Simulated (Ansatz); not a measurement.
# Ge: the cost of one run

Method: DFT PBE, scalar-relativistic, plane waves, PAW, in Ansatz 0.2.0.

2 further runs of the same task are left out: 2 set aside as unsound or not needed. Runs told in other sessions of the task aren't counted.

## 1. The starting structure

Symmetry: P6_3/mmc, No. 194, hexagonal system. The conventional cell has a = 4.058 Å, b = 4.058 Å, c = 6.693 Å, α = 90.00°, β = 90.00°, γ = 120.00°. Around Ge (site symmetry 3m) lie 4 Ge at 2.49 to 2.51 Å.

Coordinates:

```cif
data_structure
_symmetry_space_group_name_H-M 'P6_3/mmc'
_symmetry_Int_Tables_number 194
_cell_length_a 4.0582
_cell_length_b 4.0582
_cell_length_c 6.6925
_cell_angle_alpha 90.000
_cell_angle_beta 90.000
_cell_angle_gamma 120.000
_cell_volume 95.45
loop_
_atom_site_label
_atom_site_type_symbol
_atom_site_symmetry_multiplicity
_atom_site_Wyckoff_symbol
_atom_site_fract_x
_atom_site_fract_y
_atom_site_fract_z
_atom_site_occupancy
Ge1 Ge 4 f 0.66667 0.33333 0.06279 1
```

It goes back to an entry of the Materials Project, which need not be the stable form.

It is the result of an earlier relaxation at this level (volume 23.86 Å³/atom; gap on the mesh: none (metal)).

The bulk reference comes from a run made before at the same settings: -4294.9652 eV/atom.

## 2. Cutting the (001) slab

Miller indices refer to the conventional cell of the relaxed bulk, P6_3/mmc (No. 194): a = 4.058 Å, b = 4.058 Å, c = 6.693 Å, α = 90.00°, β = 90.00°, γ = 120.00°.

Cut from the relaxed bulk: a (001) slab, 7.5 Å thick as cut, with 15 Å of vacuum; its outer planes are Ge (top) and Ge (bottom).

The slab as cut. Its planes from the bottom up:

```csv
plane,atoms per cell,height over the lowest (Å)
1,Ge,0.00
2,Ge,0.84
3,Ge,3.35
4,Ge,4.19
5,Ge,6.69
6,Ge,7.53
```

## 3. Single point on the unrelaxed (001) slab

The cell repeats along c, and a dipole correction in the vacuum removes the field between the copies.

The input, input.yaml:

```yaml
crystal:
  lattice:
    - [4.0581567079, 0.0, 0.0]
    - [-2.029078354, 3.5144668016, 0.0]
    - [0.0, 0.0, 22.5329916876]
  atoms:
    - { symbol: Ge, position: [0.3333333333, 0.6666666667, 0.3328452832] }
    - { symbol: Ge, position: [0.6666666667, 0.3333333333, 0.3701445245] }
    - { symbol: Ge, position: [0.6666666667, 0.3333333333, 0.4813503793] }
    - { symbol: Ge, position: [0.3333333333, 0.6666666667, 0.5186496207] }
    - { symbol: Ge, position: [0.3333333333, 0.6666666667, 0.6298554755] }
    - { symbol: Ge, position: [0.6666666667, 0.3333333333, 0.6671547168] }
basis:
  ecutwfc: 420
kpoints:
  mp_grid: { grid: [9, 9, 1] }
hamiltonian:
  xc: pbe
scf:
  occupations: { method: gaussian, width: 0.1 }
output:
  forces: true
  stress: true
  eigenvalues: true
efield:
  axis: 3
  dipole_correction: true
  ramp_width: 0.04
```

Started as:

```console
ansatz run input.yaml --threads 1 --pin off --max-ram 2560MiB --backend cpu --events-out ev --progress --plain --runs-dir out
```

What time and memory should one allow on 1 thread of Intel Xeon at 2.50GHz (Skylake/Cascade Lake), shared host?

About 29 s, with a peak of 0.53 GiB.
